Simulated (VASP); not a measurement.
# CdSe (Cadmoselite) (P6_3mc) in VASP: further runs

Aim: see how the results for CdSe (Cadmoselite) move with the level of theory and the settings. Levels: SVWN5, BLYP. Tasks: single point.

All numbers are computed with VASP 6.6.1; they aren't measurements. Logs are shortened: lines on timing, memory, paths and dates and some standing lists are left out, and cuts for length are marked.

**What was measured.**

A printed reference work, data compilation reports, for a bulk crystal of CdSe at 2 K: band gap 1.841 eV.

The results are compared with them further down.

## 1. The cell of the first run

The structure is hexagonal, space group P6_3mc (No. 186). Conventional cell: a = 4.300 Å, b = 4.300 Å, c = 7.020 Å, α = 90.00°, β = 90.00°, γ = 120.00°. Cd (site symmetry 3m) has 4 Se at 2.61 to 2.70 Å within 3.4 Å. Se (site symmetry 3m) has 4 Cd at 2.61 to 2.70 Å within 3.4 Å.

## 2. Single point, SVWN5

INCAR reads:

```
PREC = Accurate
ENCUT = 520
EDIFF = 1E-6
ISMEAR = -1
SIGMA = 0.05
LREAL = False
LASPH = True
NELM = 80
ALGO = Normal
ISIF = 2
LWAVE = False
LCHARG = False
GGA = VW
NBANDS = 26
```

KPOINTS reads:

```
Automatic mesh
0
Gamma
  7 7 4
```

POSCAR reads:

```
CdSe
1.0
    4.3000000000      0.0000000000      0.0000000000
   -2.1500000000      3.7239092363      0.0000000000
    0.0000000000      0.0000000000      7.0200000000
Cd Se
2 2
Direct
    0.6666666667      0.3333333333      0.5000000000
    0.3333333333      0.6666666667      0.0000000000
    0.6666666667      0.3333333333      0.8850000000
    0.3333333333      0.6666666667      0.3850000000
```

Potentials or basis: VASP PAW PBE potentials, release 64 (Cd, Se).

Run with:

```bash
cat potpaw_PBE.64/Cd/POTCAR potpaw_PBE.64/Se/POTCAR > POTCAR
mpirun -np 1 vasp_std > vasp.out
```

OUTCAR:

```text
PREC = Accurate
   ENCUT = 520
   EDIFF = 1E-6
   ISMEAR = -1
   LREAL = False
   LASPH = True
   NELM = 80
   ISIF = 2
   GGA = VW

 ion  position               nearest neighbor table
   1  0.667  0.333  0.500-   4 2.61   4 2.61   4 2.61   3 2.70
   2  0.333  0.667  0.000-   3 2.61   3 2.61   3 2.61   4 2.70
   3  0.667  0.333  0.885-   2 2.61   2 2.61   2 2.61   1 2.70
   4  0.333  0.667  0.385-   1 2.61   1 2.61   1 2.61   2 2.70

  LATTYP: Found a hexagonal cell.
 ALAT       =     4.3000000000
 C/A-ratio  =     1.6325581395

  Lattice vectors:

 A1 = (   4.3000000000,   0.0000000000,   0.0000000000)
 A2 = (  -2.1500000000,   3.7239092363,   0.0000000000)
 A3 = (   0.0000000000,   0.0000000000,   7.0200000000)

Analysis of symmetry for initial positions (statically):
=====================================================================
 Subroutine PRICEL returns:
 Original cell was already a primitive cell.

 Routine SETGRP: Setting up the symmetry group for a
 hexagonal supercell.

 Subroutine GETGRP returns: Found 12 space group operations
 (whereof  6 operations were pure point group operations)
 out of a pool of 24 trial point group operations.

The static configuration has the point symmetry C_3v.
 The point group associated with its full space group is C_6v.

Analysis of symmetry for dynamics (positions and initial velocities):
=====================================================================
 Subroutine PRICEL returns:
 Original cell was already a primitive cell.

 Routine SETGRP: Setting up the symmetry group for a
 hexagonal supercell.

 Subroutine GETGRP returns: Found 12 space group operations
 (whereof  6 operations were pure point group operations)
 out of a pool of 24 trial point group operations.

The dynamic configuration has the point symmetry C_3v.
 The point group associated with its full space group is C_6v.

 Subroutine INISYM returns: Found 12 space group operations
 (whereof  6 operations are pure point group operations),
 and found     1 'primitive' translations

----------------------------------------------------------------------------------------

                                     Primitive cell

  volume of cell :     112.4099

  direct lattice vectors                    reciprocal lattice vectors
     4.300000000  0.000000000  0.000000000     0.232558140  0.134267504  0.000000000
    -2.150000000  3.723909236  0.000000000     0.000000000  0.268535009  0.000000000
     0.000000000  0.000000000  7.020000000     0.000000000  0.000000000  0.142450142

  length of vectors
     4.300000000  4.300000000  7.020000000     0.268535009  0.268535009  0.142450142

  position of ions in fractional coordinates (direct lattice)
     0.666666667  0.333333333  0.500000000
     0.333333333  0.666666667  0.000000000
     0.666666667  0.333333333  0.885000000
     0.333333333  0.666666667  0.385000000

  ion indices of the primitive-cell ions
   primitive index   ion index
                 1           1
                 2           2
                 3           3
                 4           4

----------------------------------------------------------------------------------------

 KPOINTS: Automatic mesh

Automatic generation of k-mesh.
 Grid dimensions read from file:
 generate k-points for:    7    7    4

 Generating k-lattice:

  Cartesian coordinates                     Fractional coordinates (reciprocal lattice)
     0.033222591  0.019181072  0.000000000     0.142857143  0.000000000  0.000000000
     0.000000000  0.038362144  0.000000000     0.000000000  0.142857143  0.000000000
     0.000000000  0.000000000  0.035612536     0.000000000  0.000000000  0.250000000

  Length of vectors
     0.038362144  0.038362144  0.035612536

  Shift w.r.t. Gamma in fractional coordinates (k-lattice)
     0.000000000  0.000000000  0.000000000

 Subroutine IBZKPT returns following result:
 ===========================================

 Found     24 irreducible k-points:

 Following reciprocal coordinates:
            Coordinates               Weight
  0.000000  0.000000  0.000000      1.000000
  0.142857  0.000000  0.000000      6.000000
  0.285714 -0.000000  0.000000      6.000000
  0.428571 -0.000000  0.000000      6.000000
  0.142857  0.142857  0.000000      6.000000
  0.285714  0.142857  0.000000     12.000000
[... 16 lines left out ...]
  0.428571  0.142857  0.500000      6.000000
  0.285714  0.285714  0.500000      6.000000
   k-points           NKPTS =     24   k-points in BZ     NKDIM =     24   number of bands    NBANDS=     26
   number of dos      NEDOS =    301   number of ions     NIONS =      4
   total plane-waves  NPLWV =  55296
   dimension x,y,z NGX =    32 NGY =   32 NGZ =   54
   dimension x,y,z NGXF=    64 NGYF=   64 NGZF=  108
   ions per type =               2   2
   NGX,Y,Z   is equivalent  to a cutoff of  12.37, 12.37, 12.79 a.u.
   NGXF,Y,Z  is equivalent  to a cutoff of  24.74, 24.74, 25.58 a.u.
 SYSTEM =  unknown system
[... 33 lines left out ...]
   LORBIT       =      0    0 simple, 1 ext, 2 COOP (PROOUT), +10 PAW based schemes
   GGA     = VW    functional components
   LHFCALC =     F    Hartree Fock is set to
   AEXX    =    0.0000 exact exchange contribution
   IVDW    =     0    specifies the selected vdW correction
   LEPSILON=     F    determine dielectric tensor
   LRPA    =     F    only Hartree local field effects (RPA)
 non-spin polarized calculation
  energy-cutoff  :      520.00
  volume of cell :      112.41
 maximum number of plane-waves:      3042
 NGX is ok and might be reduce to    32
   NGX = 15   NGY = 15   NGZ = 27

 number of electron      35.9999998 magnetization

 Free energy of the ion-electron system (eV)
  ---------------------------------------------------
  ext. energy  EPLUGINS =         0.00000000
  ---------------------------------------------------
  free energy    TOTEN  =       -13.41435661 eV

  energy without entropy =      -13.41420872  energy(sigma->0) =      -13.41428266

 E-fermi :   0.8685     XC(G=0):  -9.2776

 val. band max:        0.6189078732   @ k =   0.0000   0.0000   0.0000
 cond. band min:       1.0510673931   @ k =   0.0000   0.0000   0.0000
 fundamental gap:      0.4321595198
 Fermi energy:         0.8684611021

 k-point     1 :       0.0000    0.0000    0.0000
  band No.  band energies     occupation
      1     -12.0558      2.00000
      2     -11.6824      2.00000
      3      -7.3179      2.00000
      4      -7.3179      2.00000
      5      -7.2623      2.00000
      6      -7.2623      2.00000
[... 18 lines left out ...]
     25       7.4931      0.00000
     26       8.1139      0.00000

 k-point     2 :       0.1429    0.0000    0.0000
  band No.  band energies     occupation
      1     -11.9915      2.00000
      2     -11.6512      2.00000
      3      -7.2912      2.00000
      4      -7.2815      2.00000
      5      -7.2335      2.00000
      6      -7.2288      2.00000
[... 18 lines left out ...]
     25       7.7571      0.00000
     26       7.9808      0.00000

 k-point     3 :       0.2857   -0.0000    0.0000
  band No.  band energies     occupation
      1     -11.8378      2.00000
      2     -11.5878      2.00000
      3      -7.2380      2.00000
      4      -7.2242      2.00000
      5      -7.1527      2.00000
      6      -7.1282      2.00000
[... 18 lines left out ...]
     25       8.1136      0.00000
     26       8.5022      0.00000

 k-point     4 :       0.4286   -0.0000    0.0000
  band No.  band energies     occupation
      1     -11.6959      2.00000
      2     -11.5534      2.00000
      3      -7.2055      2.00000
      4      -7.2032      2.00000
      5      -7.0932      2.00000
      6      -7.0468      2.00000
[... 18 lines left out ...]
     25       8.3659      0.00000
     26       9.6046      0.00000
[... 496 lines left out ...]
      1     -11.6384      2.00000
      2     -11.6384      2.00000
      3      -7.1731      2.00000
      4      -7.1731      2.00000
      5      -7.1480      2.00000
      6      -7.1480      2.00000
[... 18 lines left out ...]
     25       8.2353      0.00000
     26       8.2353      0.00000

 k-point    23 :       0.4286    0.1429    0.5000
  band No.  band energies     occupation
      1     -11.5936      2.00000
      2     -11.5936      2.00000
      3      -7.1541      2.00000
      4      -7.1541      2.00000
      5      -7.1398      2.00000
      6      -7.1398      2.00000
[... 18 lines left out ...]
     25       8.8494      0.00000
     26       8.8494      0.00000

 k-point    24 :       0.2857    0.2857    0.5000
  band No.  band energies     occupation
      1     -11.5833      2.00000
      2     -11.5833      2.00000
      3      -7.1461      2.00000
      4      -7.1461      2.00000
      5      -7.1269      2.00000
      6      -7.1269      2.00000
[... 18 lines left out ...]
     25       8.5343      0.00000
     26       8.5343      0.00000

------------------------ aborting loop because EDIFF is reached ----------------------------------------

  FORCE on cell =-STRESS in cart. coord.  units (eV):
  Direction    XX          YY          ZZ          XY          YZ          ZX
  --------------------------------------------------------------------------------------
  -------------------------------------------------------------------------------------
  Total       -0.6520494     -0.6520494     -1.8195562      0.0000000      0.0000000      0.0000000
  in kB       -9.2936525     -9.2936525    -25.9341126      0.0000000      0.0000000      0.0000000
  external PRESSURE =     -14.8404726 kB  Pullay stress =       0.0000000 kB

 VOLUME and BASIS-vectors are now :
 -----------------------------------------------------------------------------
  energy-cutoff  :      520.00
  volume of cell :      112.41
      direct lattice vectors                 reciprocal lattice vectors
     4.300000000  0.000000000  0.000000000     0.232558140  0.134267504  0.000000000
    -2.150000000  3.723909236  0.000000000     0.000000000  0.268535009  0.000000000
     0.000000000  0.000000000  7.020000000     0.000000000  0.000000000  0.142450142

 POSITION                                       TOTAL-FORCE (eV/Angst)
 -----------------------------------------------------------------------------------
      2.15000      1.24130      3.51000         0.000000     -0.000000      0.263645
     -0.00000      2.48261      0.00000        -0.000000      0.000000      0.263645
      2.15000      1.24130      6.21270         0.000000      0.000000     -0.263645
     -0.00000      2.48261      2.70270        -0.000000      0.000000     -0.263645
 -----------------------------------------------------------------------------------
    total drift:                               -0.000000     -0.000000      0.000001

  FREE ENERGIE OF THE ION-ELECTRON SYSTEM (eV)
  ---------------------------------------------------
  free  energy   TOTEN  =       -13.4143566067 eV

  energy  without entropy=      -13.4142087212  energy(sigma->0) =      -13.41428266
```

Wall time 21 s (1 thread of Intel Xeon 6975P-C (Granite Rapids), shared host); peak memory 0.22 GiB.

Results:

```yaml
Free_energy: -13.4144 eV
Pressure: -1.5 GPa
Largest_force: 0.264 eV/Å
Band_gap_on_the_k_mesh: 0.43 eV, direct
```

Forces on the atoms (eV/Å):
```
Cd   0.000  0.000  0.264
Cd   0.000  0.000  0.264
Se   0.000  0.000 -0.264
Se   0.000  0.000 -0.264
```

Stress tensor (GPa, compression positive):
```
-0.93  0.00  0.00
 0.00 -0.93  0.00
 0.00  0.00 -2.59
```

Levels at points of the mesh, in eV from the valence-band top:
| k point | band 16 | band 17 | band 18 | band 19 | band 20 | band 21 |
| --- | --- | --- | --- | --- | --- | --- |
| (0.00, 0.00, 0.00) | -0.01 | 0.00 | 0.00 | 0.43 | 1.90 | 5.73 |
| (0.00, 0.00, 0.50) | -0.38 | -0.38 | -0.38 | 2.13 | 2.13 | 5.65 |

Caveat: the PAW data sets were made with another functional, which shifts forces and pressure a little.

## 3. Single point, BLYP

This run uses another cell than the first one, of 28.66 Å³/atom, 1.020 times its volume.

INCAR reads:

```
SYSTEM = CdSe
PREC = Accurate
ENCUT = 520
EDIFF = 1E-6
ISMEAR = -1
SIGMA = 0.05
LREAL = .False.
LASPH = .True.
NELM = 60
ALGO = Normal
ISIF = 2
LWAVE = .False.
LCHARG = .True.
GGA = B5
ALDAX = 1.0
AGGAX = 1.0
AGGAC = 1.0
ALDAC = 0.0
LELF = .True.
LVHAR = .True.
NBANDS = 26
```

KPOINTS reads:

```
Automatic mesh
0
Gamma
  7 7 4
  0 0 0
```

POSCAR reads:

```
CdSe
1.0
    4.3284776511      0.0000000000      0.0000000000
   -2.1642388256      3.7485716056      0.0000000000
    0.0000000000      0.0000000000      7.0664914211
Cd Se
2 2
Direct
    0.6666666667      0.3333333333      0.5000000000
    0.3333333333      0.6666666667      0.0000000000
    0.6666666667      0.3333333333      0.8850000000
    0.3333333333      0.6666666667      0.3850000000
```

Potentials or basis: VASP PAW PBE potentials, release 64 (Cd, Se).

Run with:

```bash
cat potpaw_PBE.64/Cd/POTCAR potpaw_PBE.64/Se/POTCAR > POTCAR
mpirun -np 1 vasp_std > vasp.out
```

Run time: 37 s. Hardware: 1 thread of Intel Xeon 6975P-C (Granite Rapids), shared host; peak memory 0.24 GiB.

It converged, with:

```yaml
Free_energy: -8.9143 eV
Pressure: 5.1 GPa
Largest_force: 0.296 eV/Å
Band_gap_on_the_k_mesh: 0.61 eV, direct
```

Forces on the atoms (eV/Å):
```
Cd   0.000  0.000  0.296
Cd   0.000  0.000  0.296
Se   0.000  0.000 -0.296
Se   0.000  0.000 -0.296
```

Stress tensor (GPa, compression positive):
```
5.78 0.00 0.00
0.00 5.78 0.00
0.00 0.00 3.82
```

Levels at points of the mesh, in eV from the valence-band top:
| k point | band 16 | band 17 | band 18 | band 19 | band 20 | band 21 |
| --- | --- | --- | --- | --- | --- | --- |
| (0.00, 0.00, 0.00) | -0.01 | 0.00 | 0.00 | 0.61 | 2.07 | 5.88 |
| (0.00, 0.00, 0.50) | -0.36 | -0.36 | -0.36 | 2.25 | 2.25 | 5.84 |

Caveat: the PAW data sets were made with another functional, which shifts forces and pressure a little. As with any semilocal functional, this BLYP gap is likely too small.

## 4. Single point, BLYP

This run uses another cell than the first one, of 29.23 Å³/atom, 1.040 times its volume.

INCAR reads:

```
AGGAC = 1.0 ; AGGAX = 1.0
ALDAC = 0.0 ; ALDAX = 1.0
ALGO = Normal ; EDIFF = 1E-7
ENCUT = 520 ; GGA = B5
ISIF = 2 ; ISMEAR = -1
LASPH = True ; LCHARG = True
LELF = True ; LREAL = False
LVHAR = True ; LWAVE = False
NBANDS = 26 ; NELM = 100
PREC = Accurate ; SIGMA = 0.05
```

KPOINTS reads:

```
k-points
0
Gamma
  7 7 4
```

POSCAR reads:

```
CdSe
1.0
    4.3565854364      0.0000000000      0.0000000000
   -2.1782927182      3.7729136617      0.0000000000
    0.0000000000      0.0000000000      7.1123790148
Cd Se
2 2
Direct
    0.6666666667      0.3333333333      0.5000000000
    0.3333333333      0.6666666667      0.0000000000
    0.6666666667      0.3333333333      0.8850000000
    0.3333333333      0.6666666667      0.3850000000
```

Run with:

```bash
cat potpaw_PBE.64/Cd/POTCAR potpaw_PBE.64/Se/POTCAR > POTCAR
mpirun -np 1 vasp_std > vasp.out
```

It took 37 s on 1 thread of Intel Xeon 6975P-C (Granite Rapids), shared host; peak memory 0.25 GiB.

It converged, with:

| Item | Value |
| --- | --- |
| Free energy | -8.9783 eV |
| Pressure | 4.0 GPa |
| Largest force | 0.277 eV/Å |
| Band gap on the k mesh | 0.57 eV, direct |

Forces in eV/Å, atoms in the order of the input:
```
Cd   0.000  0.000  0.277
Cd   0.000  0.000  0.277
Se   0.000  0.000 -0.277
Se   0.000  0.000 -0.277
```

Stress tensor (GPa, compression positive):
```
4.57 0.00 0.00
0.00 4.57 0.00
0.00 0.00 2.84
```

Levels at points of the mesh, in eV from the valence-band top:
```tsv
k point	band 15	band 16	band 17	band 18	band 19	band 20	band 21	band 22
(0.00, 0.00, 0.00)	-0.66	0.00	0.00	0.00	0.57	2.04	5.88	5.88
(0.00, 0.00, 0.50)	-0.34	-0.34	-0.34	-0.34	2.21	2.21	5.81	5.81
```

Caveat: the PAW data sets were made with another functional, which shifts forces and pressure a little.

## 5. Single point, BLYP

This run uses another cell than the first one, of 29.79 Å³/atom, 1.060 times its volume.

INCAR reads:

```
  PREC = Accurate
  ENCUT = 520
  EDIFF = 1E-6
  ISMEAR = -1
  SIGMA = 0.05
  LREAL = F
  LASPH = T
  NELM = 60
  ALGO = Normal
  ISIF = 2
  LWAVE = F
  LCHARG = F
  GGA = B5
  ALDAX = 1.0
  AGGAX = 1.0
  AGGAC = 1.0
  ALDAC = 0.0
  NBANDS = 26
```

KPOINTS reads:

```
regular mesh
0
Gamma
  7 7 4
```

POSCAR reads:

```
CdSe
1.0
    4.3843351364      0.0000000000      0.0000000000
   -2.1921675682      3.7969456069      0.0000000000
    0.0000000000      0.0000000000      7.1576820134
Cd Se
2 2
Direct
    0.6666666667      0.3333333333      0.5000000000
    0.3333333333      0.6666666667      0.0000000000
    0.6666666667      0.3333333333      0.8850000000
    0.3333333333      0.6666666667      0.3850000000
```

Run with:

```bash
cat potpaw_PBE.64/Cd/POTCAR potpaw_PBE.64/Se/POTCAR > POTCAR
mpirun -np 1 vasp_std > vasp.out
```

Wall time 40 s (1 thread of Intel Xeon 6975P-C (Granite Rapids), shared host); peak memory 0.27 GiB.

It converged, with:

```
Free energy            : -9.0272 eV
Pressure               : 3.0 GPa
Largest force          : 0.259 eV/Å
Band gap on the k mesh : 0.52 eV, direct
```

Forces in eV/Å, atoms in the order of the input:
```
Cd   0.000  0.000  0.259
Cd   0.000  0.000  0.259
Se   0.000  0.000 -0.259
Se   0.000  0.000 -0.259
```

Stress tensor (GPa, compression positive):
```
3.47 0.00 0.00
0.00 3.47 0.00
0.00 0.00 1.94
```

Levels at points of the mesh, in eV from the valence-band top:
```tsv
k point	band 16	band 17	band 18	band 19	band 20	band 21
(0.00, 0.00, 0.00)	0.00	0.00	0.00	0.52	2.01	5.87
(0.00, 0.00, 0.50)	-0.33	-0.33	-0.33	2.17	2.17	5.78
```

Caveat: the PAW data sets were made with another functional, which shifts forces and pressure a little.

## 6. The runs side by side

| level | cell | gap on the mesh (eV) | pressure (GPa) | largest force (eV/Å) |
| --- | --- | --- | --- | --- |
| SVWN5 | a = 4.300, b = 4.300, c = 7.020 Å, angles 90.0, 90.0, 120.0°, 4 atoms | 0.43 | -1.5 | 0.26 |
| BLYP | a = 4.328, b = 4.328, c = 7.066 Å, angles 90.0, 90.0, 120.0°, 4 atoms | 0.61 | 5.1 | 0.30 |
| BLYP | a = 4.357, b = 4.357, c = 7.112 Å, angles 90.0, 90.0, 120.0°, 4 atoms | 0.57 | 4.0 | 0.28 |
| BLYP | a = 4.384, b = 4.384, c = 7.158 Å, angles 90.0, 90.0, 120.0°, 4 atoms | 0.52 | 3.0 | 0.26 |

Alike in all rows: task single point; potentials or basis VASP PAW PBE potentials, release 64 (Cd, Se); no spin polarisation; k mesh 7 × 7 × 4; cutoff (eV) 520; smearing fermi-dirac 0.05 eV.

Caveats: the PAW data sets were made with another functional, which shifts forces and pressure a little.

Absolute energies hang on the potentials; compare differences alone.

## 7. How close it comes

Step 2. A measured gap of CdSe is 1.841 eV (2 K; a printed reference work, data compilation); the calculated 0.43 eV misses it by -1.41 eV. So large a miss can be the level of theory's own, or it may mean another phase, state or a wrong row. Spin-orbit coupling on Cd, Se is left out. The value is that of SVWN5, without temperature or zero-point motion.

Step 5. Against the measured gap of CdSe, 1.841 eV (2 K; a printed reference work, data compilation), the calculated 0.52 eV is off by -1.32 eV. So large a miss can be the level of theory's own, or it may mean another phase, state or a wrong row. Spin-orbit coupling on Cd, Se is left out. The value is that of BLYP, without temperature or zero-point motion. Semilocal functionals fall short of measured gaps as a rule.
